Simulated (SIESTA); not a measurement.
## YN in SIESTA: the effect of functional

The system is YN.

```xyz
2
Lattice="0.0000 2.4385 2.4385 2.4385 0.0000 2.4385 2.4385 2.4385 0.0000" Properties=species:S:1:pos:R:3 pbc="T T T"
Y     0.0000    0.0000    0.0000
N     2.4385    2.4385    2.4385
```

Alike in all runs:

| Item | Value |
| --- | --- |
| Program | SIESTA 5.4.2 |
| Task | single point |
| Potentials or basis | PseudoDojo 0.4 standard (PBE files) |
| Basis | DZP (energy shift 0.003 Ry; two zetas on semicore shells) |
| Grid cutoff | 800 Ry |
| Energy shift | 0.003 Ry |
| k mesh | 9 × 9 × 9 |
| Occupations | fermi-dirac, width 0.05 eV |
| Spin | no spin polarisation |

```tsv
functional	gap on the mesh (eV)	pressure (GPa)
PBE	0.12	4.6
vdW-DF	0.26	8.9
vdW-DF2	?	?
optB88-vdW	0.17	4.0
vdW-DF-C09	0.07	-0.2
vdW-DF-cx	0.08	0.5
VV10	0.12	6.9
```

Q: What does the run with functional vdW-DF2 give?

A: gap on the mesh 0.27 eV; pressure 13.4 GPa.

Caveats: an odd mesh through Γ misses points on the zone boundary, where band edges often lie; the basis of atomic orbitals isn't converged, which shifts pressures, moduli and gaps; the potentials were made for another functional, which shifts forces and pressure (some runs); the non-local part is tabulated coarsely and may be off by about a percent (some runs).
